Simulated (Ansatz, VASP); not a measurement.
GaAs5: VASP beside Ansatz

```
Ga As
1.0
     5.15652    0.00000    0.00000
    -2.57826    4.46568    0.00000
     0.00000    0.00000    5.28318
Ga As
1 5
Direct
  0.00000 0.00000 0.50000
  0.00000 0.71500 0.00000
  0.33333 0.66667 0.50000
  0.71500 0.00000 0.00000
  0.66667 0.33333 0.50000
  0.28500 0.28500 0.00000
```

Change from the starting cell: species swapped into the Mg5Sc type (P-62m, No. 189).

Alike in both runs: functional PBE; k mesh 6 × 6 × 4; occupations gaussian, width 0.1 eV; no spin polarisation.

Ansatz relaxed the structure, and its values are those at the end. VASP's run is a single point on that final structure, the one shown.

|  | VASP | Ansatz |
| --- | --- | --- |
| version | VASP 6.6.1 | Ansatz 0.2.0 |
| potentials or method | VASP PAW PBE potentials, release 64 (Ga_d, As) | scalar-relativistic, plane waves, PAW |
| plane-wave cutoff (eV) | 520 | 420 |
| valence electrons in the cell | 38 | 88 |

```csv
,VASP,Ansatz,Ansatz less VASP
gap on the k mesh at the Fermi level (eV),none,none,-
pressure (GPa),0.2,0.1,-0.14
rms of the force components (eV/Å),0.019,0.000,-0.0187
```

A gap of «none» marks a metal or a gap that the smearing closes. The two sets of potentials don't hold the same shells in valence.
